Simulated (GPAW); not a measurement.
Wanted: an ASE script for a GPAW 26.7.0 run.

```yaml
Task: single point
Functional: PBE
Potentials_or_basis: GPAW PAW data sets (gpaw-data 1.2.1)
Cutoff: 600 eV
Basis: pw
k_mesh: 13 × 13 × 13
Occupations: gaussian, width 0.018 eV
Spin: no spin polarisation
Maxiter: 150
```

The system is Cu.

```xyz
1
Lattice="0.0000 1.8075 1.8075 1.8075 0.0000 1.8075 1.8075 1.8075 0.0000" Properties=species:S:1:pos:R:3 pbc="T T T"
Cu    0.0000    0.0000    0.0000
```

These files were run (other wordings do the same):

run.py

```python
from ase import Atoms
from ase.dft.bandgap import bandgap
from ase.io import write
from ase.units import GPa
from gpaw import GPAW, PW

atoms = Atoms(['Cu'],
              cell=[[0.0, 1.8075, 1.8075],
                    [1.8075, 0.0, 1.8075],
                    [1.8075, 1.8075, 0.0]],
              scaled_positions=[[0.0, 0.0, 0.0]],
              pbc=True)

calc = GPAW(mode=PW(600),
            xc='PBE',
            kpts={'size': (13, 13, 13), 'gamma': True},
            occupations={'name': 'methfessel-paxton', 'order': 0, 'width': 0.018000000000000002},
            nbands=14,
            convergence={'density': 1e-05, 'energy': 1e-05},
            maxiter=150,
            txt='gpaw.txt')
atoms.calc = calc
energy = atoms.get_potential_energy()
forces = atoms.get_forces()
stress = atoms.get_stress()
calc.write('gs.gpw')
write('result.traj', atoms)
print(f'Energy: {energy:.6f} eV')
print('Forces (eV/A):')
print(forces.round(4))
print('Stress (GPa):', (stress / GPa).round(3))
print('Fermi level:', round(calc.get_fermi_level(), 4), 'eV')
print(f'Gap: {bandgap(calc)[0]:.4f} eV, direct: {bandgap(calc, direct=True)[0]:.4f} eV')
```

Potentials or basis: GPAW PAW data sets (gpaw-data 1.2.1), pw.

Command:

```sh
$ OMP_NUM_THREADS=1 python run.py
```

Results of the run:

```
Pressure               : 3.1 GPa
Band gap on the k mesh : none (metal or under the smearing width)
```

Caveat: with this Cu data set, volumes or pressures lay over 1.5 % or 2 GPa off other programs in two to four cells of ten.

Wall time 11 s on 1 thread of Arm Neoverse V1, on a shared host, peak memory 0.15 GiB.
